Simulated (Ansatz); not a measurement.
**OH on Ti(0001): change of the work function**

Wanted: Δφ(θ) for OH/Ti(0001), starting from the hcp site.

Program: Ansatz 0.2.0. Level of theory: plane-wave DFT, PBE, Ansatz PAW. Results are calculated unless marked as measured.

Most raw output is cut from this account.

## Step 1: The structure

The cell holds 4 atoms: 4 Ti. Its edges and angles: a = 2.950 Å, b = 2.950 Å, c = 25.027 Å, α = 90.0°, β = 90.0°, γ = 60.0°. Vacuum lies along c.

## Step 2: The clean slab

The bare slab comes first, as the zero from which every change is counted. The two lowest layers are held at bulk places and the upper ones relax. The dipole correction removes the false field that a one-sided slab makes across the periodic vacuum, so each face gets a flat vacuum level of its own.

Input file input.yaml:

```yaml
crystal:
  lattice:
    - [2.95, 0.0, 0.0]
    - [1.475, 2.5547749412, 0.0]
    - [0.0, 0.0, 25.0269]
  atoms:
    - { symbol: Ti, position: [0.6666666667, 0.6666666667, 0.3596130564] }
    - { symbol: Ti, position: [0.0, 0.0, 0.4532043521] }
    - { symbol: Ti, position: [0.6666666667, 0.6666666667, 0.5467956479] }
    - { symbol: Ti, position: [0.0, 0.0, 0.6403869436] }
kpoints:
  mp_grid: { grid: [12, 12, 1] }
hamiltonian:
  xc: pbe
scf:
  occupations: { method: fermi_dirac, width: 0.1 }
  convergence: { dr2_threshold: 1.0e-08 }
efield:
  axis: 3
  dipole_correction: true
  ramp_position: 0.97
  ramp_width: 0.06
relax:
  f_tol: 0.02
  max_steps: 60
  constraints: [{ sites: [0, 1] }]
output:
  write_potential: true
  write_density: true
  volumetric_format: npy
```

The run is started by

```console
> ansatz run input.yaml --threads 4 --pin off --max-ram 12288MiB --backend cpu --events-out ev --progress --plain --runs-dir out
```

It took 8.2 s on 4 threads of Arm Neoverse V2, shared host; peak memory 0.51 GiB.

Step by step:

| step | energy less that of the first step (eV) | largest force component (eV/Å) |
| --- | --- | --- |
| 1 | 0.0000 | 0.6136 |
| 2 | -0.0393 | 0.4318 |
| 3 | -0.0561 | 0.0119 |

The run keeps the 6 symmetry operations that it works with, so distortions that break them were not tested.

The atoms that moved most (Å):

| atom | dx | dy | dz | length |
| --- | --- | --- | --- | --- |
| Ti4 | 0.000 | 0.000 | -0.106 | 0.106 |
| Ti3 | 0.000 | 0.000 | 0.068 | 0.068 |

The relaxed structure:

```xyz
4
Lattice="2.9500 0.0000 0.0000 1.4750 2.5548 0.0000 0.0000 0.0000 25.0269" Properties=species:S:1:pos:R:3
Ti    2.9500    1.7032    9.0000
Ti    0.0000    0.0000   11.3423
Ti    2.9500    1.7032   13.7526
Ti    0.0000    0.0000   15.9213
```

Numbers from this step:

```
energy at zero smearing        : -9996.7499 eV
work function, upper face      : 4.373 eV
work function, lower face      : 4.423 eV
dipole along the normal        : 0.002103 e·Å
step between the vacuum levels : -0.05050 eV
```

Running mean over 2.342 Å of the planar mean; the ramp of the sawtooth is left out. Table of electron's electrostatic potential energy less the Fermi level by z:

| z (Å) | electron's electrostatic potential energy less the Fermi level (eV) |
| --- | --- |
| 3.5 | 4.42 |
| 4.0 | 4.42 |
| 4.5 | 4.42 |
| 5.0 | 4.40 |
| 5.5 | 4.36 |
| 6.0 | 4.24 |
| 6.5 | 3.89 |
| 7.0 | 2.89 |
| 7.5 | 0.393 |
| 8.0 | -3.13 |
| 8.5 | -5.88 |
| 9.0 | -6.74 |
| 9.5 | -6.71 |
| 10.0 | -6.59 |
| 10.5 | -6.56 |
| 11.0 | -6.58 |
| 11.5 | -6.56 |
| 12.0 | -6.38 |
| 12.5 | -6.24 |
| 13.0 | -6.32 |
| 13.5 | -6.57 |
| 14.0 | -6.94 |
| 14.5 | -7.53 |
| 15.0 | -7.68 |
| 15.5 | -7.32 |
| 16.0 | -6.81 |
| 16.5 | -5.57 |
| 17.0 | -2.61 |
| 17.5 | 0.849 |
| 18.0 | 3.07 |
| 18.5 | 3.92 |
| 19.0 | 4.22 |
| 19.5 | 4.32 |
| 20.0 | 4.36 |
| 20.5 | 4.37 |
| 21.0 | 4.37 |
| 21.5 | 4.37 |

The relaxation took 3 steps and lowered the energy by 0.056 eV; the largest force on the free atoms ends at 0.012 eV/Å.

The work function of the upper face is 4.37 eV.

## Step 3: Adsorbate added, k-mesh 4×4×1, coverage 0.111 ML

System of this step: OH/Ti(0001). The cell holds 38 atoms: 36 Ti, 1 O and 1 H. Cell: a = 8.850 Å, b = 8.850 Å, c = 27.387 Å, α = 90.0°, β = 90.0°, γ = 60.0°. Vacuum lies along c.

The clean slab as it ended is repeated in the plane and the adsorbate is set on one face; the cell's size fixes the coverage, and the k-mesh shrinks with it to keep the sampling density about even. Adsorbate and upper layers relax, since the dipole depends on the height.

Input file input.yaml:

```yaml
crystal:
  lattice:
    - [8.8500000001, 0.0, 0.0]
    - [4.425, 7.6643248235, 0.0]
    - [0.0, 0.0, 27.3867978225]
  atoms:
    - { symbol: Ti, position: [0.2222222222, 0.2222222222, 0.3286254953] }
    - { symbol: Ti, position: [0.0, 0.0, 0.4141521061] }
    - { symbol: Ti, position: [0.2222222222, 0.2222222222, 0.5021618095] }
    - { symbol: Ti, position: [0.0, 0.0, 0.5813486826] }
    - { symbol: Ti, position: [0.2222222222, 0.5555555556, 0.3286254953] }
    - { symbol: Ti, position: [0.0, 0.3333333333, 0.4141521061] }
    - { symbol: Ti, position: [0.2222222222, 0.5555555556, 0.5021618095] }
    - { symbol: Ti, position: [0.0, 0.3333333333, 0.5813486826] }
[... 26 atom lines left out ...]
    - { symbol: Ti, position: [0.8888888889, 0.8888888889, 0.5021618095] }
    - { symbol: Ti, position: [0.6666666667, 0.6666666667, 0.5813486826] }
    - { symbol: O, position: [0.2222222222, 0.2222222222, 0.6355908396] }
    - { symbol: H, position: [0.2222222222, 0.2222222222, 0.6713745047] }
kpoints:
  mp_grid: { grid: [4, 4, 1] }
hamiltonian:
  xc: pbe
scf:
  occupations: { method: fermi_dirac, width: 0.1 }
  convergence: { dr2_threshold: 1.0e-08 }
efield:
  axis: 3
  dipole_correction: true
  ramp_position: 0.97
  ramp_width: 0.06
relax:
  f_tol: 0.02
  max_steps: 60
  constraints:
    - { sites: [0, 1, 4, 5, 8, 9, 12, 13, 16, 17, 20, 21, 24, 25, 28, 29, 32, 33] }
output:
  bader: true
  write_potential: true
  write_density: true
  volumetric_format: npy
```

It took 10 min on 4 threads; peak memory 8 GiB.

This run has no spin polarisation although its electron count is odd.

Relaxation path:

| step | energy less that of the first step (eV) | largest force component (eV/Å) |
| --- | --- | --- |
| 1 | 0.0000 | 1.2319 |
| 2 | -0.2408 | 0.4584 |
| 3 | -0.3052 | 0.0661 |
| 4 | -0.3075 | 0.0261 |
| 5 | -0.3081 | 0.0069 |

Forces are held to the 6 operations that the run works with; a distortion that breaks them can't arise in this run.

The atoms that moved most (Å):

| atom | dx | dy | dz | length |
| --- | --- | --- | --- | --- |
| H38 | 0.000 | 0.000 | -0.144 | 0.144 |
| O37 | 0.000 | 0.000 | -0.137 | 0.137 |
| Ti35 | 0.000 | 0.000 | -0.100 | 0.100 |
| Ti12 | 0.000 | 0.042 | -0.083 | 0.093 |
| Ti28 | 0.036 | -0.021 | -0.083 | 0.093 |
| Ti4 | -0.036 | -0.021 | -0.083 | 0.093 |
| Ti20 | -0.007 | -0.004 | 0.082 | 0.083 |
| Ti16 | 0.000 | 0.008 | 0.082 | 0.083 |

The relaxed structure:

```xyz
38
Lattice="8.8500 0.0000 0.0000 4.4250 7.6643 0.0000 0.0000 0.0000 27.3868" Properties=species:S:1:pos:R:3
Ti    2.9500    1.7032    9.0000
Ti    0.0000    0.0000   11.3423
Ti    2.9500    1.7032   13.7902
Ti   -0.0363   -0.0210   15.8381
Ti    4.4250    4.2580    9.0000
Ti    1.4750    2.5548   11.3423
Ti    4.4443    4.2480   13.7515
Ti    1.4821    2.5507   16.0037
Ti    5.9000    6.8127    9.0000
Ti    2.9500    5.1095   11.3423
Ti    5.9183    6.8010   13.7515
Ti    2.9500    5.1515   15.8381
Ti    5.9000    1.7032    9.0000
Ti    2.9500    0.0000   11.3423
Ti    5.9011    1.7249   13.7515
Ti    2.9500    0.0082   16.0037
Ti    7.3750    4.2580    9.0000
Ti    4.4250    2.5548   11.3423
Ti    7.3750    4.2580   13.7455
Ti    4.4179    2.5507   16.0037
Ti    8.8500    6.8127    9.0000
Ti    5.9000    5.1095   11.3423
Ti    8.8317    6.8010   13.7515
Ti    5.9196    5.0982   15.9438
Ti    8.8500    1.7032    9.0000
Ti    5.9000    0.0000   11.3423
Ti    8.8489    1.7249   13.7515
Ti    5.9363   -0.0210   15.8381
Ti   10.3250    4.2580    9.0000
Ti    7.3750    2.5548   11.3423
Ti   10.3057    4.2480   13.7515
Ti    7.3750    2.5774   15.9438
Ti   11.8000    6.8127    9.0000
Ti    8.8500    5.1095   11.3423
Ti   11.8000    6.8127   13.6530
Ti    8.8304    5.0982   15.9438
O     2.9500    1.7032   17.2696
H     2.9500    1.7032   18.2430
```

This step gave:

```
energy at zero smearing        : -90556.4128 eV
work function, upper face      : 3.738 eV
dipole along the normal        : 0.2566 e·Å
step between the vacuum levels : -0.6847 eV
```

Running mean over 2.342 Å of the planar mean; the ramp of the sawtooth is left out. The electron's electrostatic potential energy less the Fermi level by z:

z (Å), electron's electrostatic potential energy less the Fermi level (eV) and a bar from the least value:
```
      3.5       4.42 ##############################
      4.0       4.42 ##############################
      4.5       4.42 ##############################
      5.0       4.40 ##############################
      5.5       4.36 ##############################
      6.0       4.24 ##############################
      6.5       3.88 #############################
      7.0       2.90 ##########################
      7.5       0.38 ####################
      8.0      -3.13 ###########
      8.5      -5.87 ####
      9.0      -6.74 ##
      9.5      -6.71 ##
     10.0      -6.59 ##
     10.5      -6.56 ###
     11.0      -6.58 ##
     11.5      -6.57 ###
     12.0      -6.42 ###
     12.5      -6.30 ###
     13.0      -6.36 ###
     13.5      -6.58 ##
     14.0      -6.92 ##
     14.5      -7.44 
     15.0      -7.58 
     15.5      -7.27 #
     16.0      -6.95 ##
     16.5      -5.95 ####
     17.0      -3.18 ###########
     17.5       0.10 ###################
     18.0       2.26 #########################
     18.5       3.15 ###########################
     19.0       3.52 ############################
     19.5       3.65 ############################
     20.0       3.71 ############################
     20.5       3.73 ############################
     21.0       3.74 ############################
     21.5       3.74 ############################
     22.0       3.74 ############################
     22.5       3.74 ############################
     23.0       3.74 ############################
     23.5       3.74 ############################
     24.0       3.74 ############################
```

The relaxation took 5 steps and lowered the energy by 0.31 eV; the largest force on the free atoms ends at 0.0069 eV/Å.

The covered face has 3.74 eV, -0.63 eV against the clean one; the bare back face has moved by -0.00 eV, a measure of how thin the slab is.

## Step 4: Adsorbate added, k-mesh 6×6×1, coverage 0.25 ML

System of this step: OH/Ti(0001). The cell holds 18 atoms: 16 Ti, 1 O and 1 H. Its edges and angles: a = 5.900 Å, b = 5.900 Å, c = 27.387 Å, α = 90.0°, β = 90.0°, γ = 60.0°. Vacuum lies along c.

Another coverage, to see how the dipoles act on each other as their distance changes.

Input file input.yaml:

```yaml
crystal:
  lattice:
    - [5.9, 0.0, 0.0]
    - [2.95, 5.1095498824, 0.0]
    - [0.0, 0.0, 27.3867978225]
  atoms:
    - { symbol: Ti, position: [0.3333333333, 0.3333333333, 0.3286254953] }
    - { symbol: Ti, position: [0.0, 0.0, 0.4141521061] }
    - { symbol: Ti, position: [0.3333333333, 0.3333333333, 0.5021618095] }
    - { symbol: Ti, position: [0.0, 0.0, 0.5813486826] }
    - { symbol: Ti, position: [0.3333333333, 0.8333333333, 0.3286254953] }
    - { symbol: Ti, position: [0.0, 0.5, 0.4141521061] }
    - { symbol: Ti, position: [0.3333333333, 0.8333333333, 0.5021618095] }
    - { symbol: Ti, position: [0.0, 0.5, 0.5813486826] }
    - { symbol: Ti, position: [0.8333333333, 0.3333333333, 0.3286254953] }
    - { symbol: Ti, position: [0.5, 0.0, 0.4141521061] }
    - { symbol: Ti, position: [0.8333333333, 0.3333333333, 0.5021618095] }
    - { symbol: Ti, position: [0.5, 0.0, 0.5813486826] }
    - { symbol: Ti, position: [0.8333333333, 0.8333333333, 0.3286254953] }
    - { symbol: Ti, position: [0.5, 0.5, 0.4141521061] }
    - { symbol: Ti, position: [0.8333333333, 0.8333333333, 0.5021618095] }
    - { symbol: Ti, position: [0.5, 0.5, 0.5813486826] }
    - { symbol: O, position: [0.3333333333, 0.3333333333, 0.6355908396] }
    - { symbol: H, position: [0.3333333333, 0.3333333333, 0.6713745047] }
kpoints:
  mp_grid: { grid: [6, 6, 1] }
hamiltonian:
  xc: pbe
scf:
  occupations: { method: fermi_dirac, width: 0.1 }
  convergence: { dr2_threshold: 1.0e-08 }
efield:
  axis: 3
  dipole_correction: true
  ramp_position: 0.97
  ramp_width: 0.06
relax:
  f_tol: 0.02
  max_steps: 60
  constraints: [{ sites: [0, 1, 4, 5, 8, 9, 12, 13] }]
output:
  bader: true
  dos: { projected: true, e_range: [-8, 4] }
  write_potential: true
  write_density: true
  volumetric_format: npy
  elf: true
```

Run time: 2 min. Hardware: 4 threads; peak memory 2.4 GiB.

Relaxation path:

| step | energy less that of the first step (eV) | largest force component (eV/Å) |
| --- | --- | --- |
| 1 | 0.0000 | 1.2065 |
| 2 | -0.3199 | 0.4846 |
| 3 | -0.3606 | 0.0740 |
| 4 | -0.3617 | 0.0123 |

The run keeps the 6 symmetry operations that it works with, so distortions that break them were not tested.

The atoms that moved most (Å):

| atom | dx | dy | dz | length |
| --- | --- | --- | --- | --- |
| Ti4 | 0.000 | 0.000 | -0.183 | 0.183 |
| H18 | 0.000 | 0.000 | -0.145 | 0.145 |
| O17 | 0.000 | 0.000 | -0.138 | 0.138 |
| Ti16 | 0.006 | 0.003 | 0.101 | 0.102 |
| Ti12 | 0.000 | -0.007 | 0.101 | 0.102 |
| Ti8 | -0.006 | 0.003 | 0.101 | 0.102 |
| Ti7 | 0.043 | -0.025 | -0.035 | 0.060 |
| Ti11 | 0.000 | 0.050 | -0.035 | 0.060 |

Final coordinates:

```xyz
18
Lattice="5.9000 0.0000 0.0000 2.9500 5.1095 0.0000 0.0000 0.0000 27.3868" Properties=species:S:1:pos:R:3
Ti    2.9500    1.7032    9.0000
Ti    0.0000    0.0000   11.3423
Ti    2.9500    1.7032   13.8059
Ti    0.0000    0.0000   15.7383
Ti    4.4250    4.2580    9.0000
Ti    1.4750    2.5548   11.3423
Ti    4.4679    4.2332   13.7180
Ti    1.4690    2.5583   16.0227
Ti    5.9000    1.7032    9.0000
Ti    2.9500    0.0000   11.3423
Ti    5.9000    1.7527   13.7180
Ti    2.9500   -0.0070   16.0227
Ti    7.3750    4.2580    9.0000
Ti    4.4250    2.5548   11.3423
Ti    7.3321    4.2332   13.7180
Ti    4.4310    2.5583   16.0227
O     2.9500    1.7032   17.2690
H     2.9500    1.7032   18.2415
```

This step gave:

```
energy at zero smearing        : -40572.6840 eV
work function, upper face      : 3.030 eV
dipole along the normal        : 0.2321 e·Å
step between the vacuum levels : -1.393 eV
```

The density of states has structure finer than the step of the table below, so its rows give means over 0.2 eV, whole bins alone (the curve runs from -8 to 0.81 eV). Peaks (eV: height): -6.11: 129, -1.98: 35.6, -0.84: 48.7, -0.75: 49.3, -0.69: 89.7, 0.21: 53.9, 0.30: 44.5.

Table of density of states by energy, zero at the Fermi level; means over each step:

energy (eV), density of states (states/eV a cell) and a bar:
```
     -6.4          0 
     -6.2         20 ################
     -6.0          6 #####
     -5.8          0 
     -5.6          1 #
     -5.4          1 #
     -5.2          1 #
     -5.0          1 #
     -4.8          1 #
     -4.6          2 ##
     -4.4          3 ###
     -4.2          2 ##
     -4.0          3 ##
     -3.8          2 ##
     -3.6          4 ###
     -3.4          4 ###
     -3.2          4 ###
     -3.0          4 ###
     -2.8         12 #########
     -2.6          6 #####
     -2.4         13 ##########
     -2.2         15 ############
     -2.0         20 ################
     -1.8         21 #################
     -1.6         21 #################
     -1.4         15 ############
     -1.2         20 ################
     -1.0         19 ###############
     -0.8         33 ###########################
     -0.6         35 ############################
     -0.4         15 ############
     -0.2         23 ###################
      0.0         33 ###########################
      0.2         34 ############################
      0.4         37 ##############################
      0.6         29 ########################
```

Projected DOS per atom over height of the atomic layer and energy from the Fermi level. Layers: Ti4 Ti4 Ti4 Ti4 O H from below.

Ten even steps from '_' (0.0 states/eV) to '@' (8.4 states/eV), each cell a mean:
```
--::..::____
--....::____
::....::____
..::....____
........____
........____
........____
__....______
____________
____________
____________
____________
____________
____________
____________
____________
____________
________@@__
____________
____________
____________
____________
```
Columns: height of the atomic layer (Å) from 9 to 18.2 (not evenly spaced); rows upwards: energy from the Fermi level (eV) from -7.96 to 0.745.

ELF in the ca plane at fractional y = 0.333, with atoms of Ti and O and H within 0.2 Å of it. It is the smooth field of the valence electrons, not physical close to the nuclei.

Ten even steps from '0' (0.00) to '9' (0.98), each cell a mean:
```
12332123213541233221222110000000000000000000
41465554236354256545554321000000000000000000
52577765245045257666665321000000000000000000
31455454235453245444444321000000000000000000
12321123212431232211122100000000000000000000
23211212321112321221000000000000000000000000
44212211443234421321010000000000000000000000
23211112321112321110243210000000000000000000
12332123213542133103786554100000000000000000
42566554226445245226767898400000000000000000
52577665236125246326637999510000000000000000
31455444225554245226877887300000000000000000
12321113212432232103676443100000000000000000
23211212331112321210233100000000000000000000
44212211442234421321000000000000000000000000
23211112321112321221000000000000000000000000
```
Columns run along c (16.0 Å, from fractional 0.36 to 0.94 of the cell), rows up along a (5.9 Å). Atoms in or near the plane, at fractional coordinates: Ti at (0.50, 0.33), Ti at (0.50, 0.83), O at (0.63, 0.33), H at (0.67, 0.33).

Valence density in the ca plane at fractional y = 0.333, with atoms of Ti and O and H within 0.2 Å of it. It is the smooth field of the valence electrons, not physical close to the nuclei.

Values in units of 1e0 e/Å³, 9 rows by 16 columns, each cell a mean:
```
3.6 0.5 0.2 0.2 1.2 3.1 0.3 0.2 0.1 0.0 0.0 0.0 0.0 0.0 0.0 0.0
7.9 0.9 0.2 0.2 2.7 6.6 0.3 0.2 0.1 0.0 0.0 0.0 0.0 0.0 0.0 0.0
1.8 0.3 0.3 0.2 0.6 1.5 0.2 0.3 0.1 0.0 0.0 0.0 0.0 0.0 0.0 0.0
0.2 0.2 0.4 0.3 0.2 0.2 0.2 0.5 0.1 0.0 0.0 0.0 0.0 0.0 0.0 0.0
1.0 0.2 0.3 0.2 0.3 0.9 0.2 0.3 0.6 0.3 0.0 0.0 0.0 0.0 0.0 0.0
7.1 0.8 0.2 0.2 1.8 6.6 0.4 0.3 3.9 2.1 0.1 0.0 0.0 0.0 0.0 0.0
5.1 0.6 0.2 0.2 1.3 4.7 0.3 0.2 2.7 1.3 0.1 0.0 0.0 0.0 0.0 0.0
0.4 0.2 0.4 0.3 0.2 0.4 0.2 0.4 0.3 0.1 0.0 0.0 0.0 0.0 0.0 0.0
0.2 0.2 0.4 0.3 0.2 0.2 0.2 0.5 0.1 0.0 0.0 0.0 0.0 0.0 0.0 0.0
```
Columns run along c (16.0 Å, from fractional 0.32 to 0.90 of the cell), rows up along a (5.9 Å). Atoms in or near the plane, at fractional coordinates: Ti at (0.33, 0.33), Ti at (0.50, 0.33), Ti at (0.33, 0.83), Ti at (0.50, 0.83), O at (0.63, 0.33), H at (0.67, 0.33).

Electrostatic potential energy in the ca plane at fractional y = 0.333, with atoms of Ti and O and H within 0.2 Å of it. With pseudopotentials it is smooth inside the atoms' cores, unlike the true potential.

Ten even steps from '0' (-34 eV) to '9' (6 eV), each cell a mean:
```
68988888863236898888999999999999999999999999
27999999840003799999999999999999999999999999
16999999730002799999999999999999999999999999
37999999840003799999999999999999999999999999
68887788874346888778999999999999999999999999
89875578988788987557899999999999999999999999
99874468999889986446899999999999999999999999
89876678988778887667899999999999999999999999
68988889874225888878757889999999999999999999
27999999851001689886001347999999999999999999
16999999840001589985000006999999999999999999
37999999851002689887202558999999999999999999
68887789875336888778778889999999999999999999
89875578998778987557899999999999999999999999
99874468999889986446899999999999999999999999
89876678987778987667899999999999999999999999
```
Columns run along c (16.0 Å, from fractional 0.36 to 0.94 of the cell; values clipped at the 3rd and 97th percentile), rows up along a (5.9 Å). Atoms in or near the plane, at fractional coordinates: Ti at (0.50, 0.33), Ti at (0.50, 0.83), O at (0.63, 0.33), H at (0.67, 0.33).

The relaxation took 4 steps and lowered the energy by 0.36 eV; the largest force on the free atoms ends at 0.012 eV/Å.

By hand: a sheet of dipoles makes a step −p/(ε₀A) in the electron's potential. With e/ε₀ = 180.95 V·Å, p = 0.2321 e·Å and A = 30.15 Å², that is −180.95 × (0.2321) / 30.15 = -1.393 eV, and the two vacuum levels of the run differ by -1.393 eV.

The covered face has 3.03 eV, -1.34 eV against the clean one; the bare back face has moved by -0.00 eV, a measure of how thin the slab is.

(Continued in part 2 of 2.)

[Logs are printed without paths, hosts, clocks, repeated set-up lines and the standing remarks that a program may print on its own settings, such as how far it seeks lower states.]

[Hosts, paths, dates, database ids (printed as entryN), source tags and the programs' standing remarks are cut or masked in the printed files.]

[Maps of the electrostatic potential energy from Ansatz leave out the sawtooth potential of an applied field or a dipole correction, so their vacuum need not be flat; planar profiles and work functions include it.]

[The density of states shown here was stored with 400 of the rows of the run's finer table, so its peaks can read low, often by over a quarter, or be missed, and its means over a window can be off by a tenth or more.]
